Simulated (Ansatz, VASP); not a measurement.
**Two plane-wave programs on N**

```xyz
1
Lattice="0.0273 1.5088 1.5072 1.5345 0.0000 1.5345 1.5307 1.5323 0.0038" Properties=species:S:1:pos:R:3 pbc="T T T"
N     0.0000    0.0000    0.0000
```

Alike in both runs: task single point; functional PBE; k mesh 20 × 20 × 20; occupations gaussian, width 0.1 eV; no spin polarisation.

|  | VASP | Ansatz |
| --- | --- | --- |
| version | VASP 6.6.1 | Ansatz 0.2.0 |
| potentials or method | VASP PAW PBE potentials, release 64 (N) | scalar-relativistic, plane waves, PAW |
| plane-wave cutoff (eV) | 520 | 420 |
| valence electrons in the cell | 5 | 5 |

Ansatz gave:

```
gap on the k mesh at the Fermi level (eV)       : none
pressure (GPa)                                  : 16.5
largest component of the traceless stress (GPa) : 4.02
```

**Question.** Which values does VASP return?

**Answer.** gap on the k mesh at the Fermi level (eV): none; pressure (GPa): 16.3; largest component of the traceless stress (GPa): 4.01.

A gap of «none» marks a metal or a gap that the smearing closes. With one functional, cell and mesh, what is left measures potentials, basis and numerics.

Caveats: so large a pressure means that the cell lies far from this level's equilibrium, or that cutoff or potentials fall short (VASP).
